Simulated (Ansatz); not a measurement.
FeO:

```
CELL_PARAMETERS angstrom
-1.60210 1.60210 2.08339
1.60210 -1.60210 2.08339
1.60210 1.60210 -2.08339
ATOMIC_POSITIONS crystal
Fe 0.00000 0.00000 0.00000
O 0.50000 0.50000 0.00000
```

The cell comes from a database or a generator and needn't be the stable form of this composition.

| Property | Result |
| --- | --- |
| Program | Ansatz 0.2.0 |
| Task | single point |
| Functional | PBEsol |
| Potentials or basis | Ansatz PAW |
| Cutoff | 420 eV (not typed: the program's choice for these potentials) |
| k mesh | 12 × 12 × 12 |
| Occupations | fermi-dirac, width 0.05 eV |
| Spin | collinear spin, ferromagnetic start |
| Starting moments | [3.0, 0.0] μB |

On this cell: pressure -16.1 GPa; largest force under 0.003 eV/Å; net moment 4.00 μB per cell; site moments Fe +3.39; O +0.31 μB; band gap on the k mesh none (metal or under the smearing width).

The same run follows on a disturbed copy (atoms moved at random, drawn with an rms of 0.05 Å):

```xyz
2
Lattice="-1.6021 1.6021 2.0834 1.6021 -1.6021 2.0834 1.6021 1.6021 -2.0834" Properties=species:S:1:pos:R:3 pbc="T T T"
Fe   -0.0004   -0.0122    0.0163
O     0.0234    0.0239    2.0687
```

Q: What changes?

A: The energy (extrapolated to zero smearing) moves by +1.0 meV/atom; pressure -16.0 GPa; largest force 0.146 eV/Å; net moment 4.00 μB per cell; site moments Fe +3.37; O +0.31 μB; band gap on the k mesh none (metal or under the smearing width).

Forces in eV/Å, atoms in the order of the input:
```
Fe  -0.006 -0.008 -0.146
O    0.006  0.008  0.146
```

Stress tensor (GPa, compression positive):
```
-17.09   0.11   0.04
  0.11 -17.09   0.05
  0.04   0.05 -13.72
```

Caveats: a cell with one magnetic atom can't hold antiferromagnetic order, which such compounds often take; semilocal functionals often make such compounds metallic where correlation or magnetic order opens a gap, which also shifts bond lengths; the PAW data sets come from PBE, with cores solved anew for the run's functional, which leaves a small shift of forces and pressure; so large a pressure means that the cell lies far from this level's equilibrium, or that cutoff or potentials fall short (some runs).
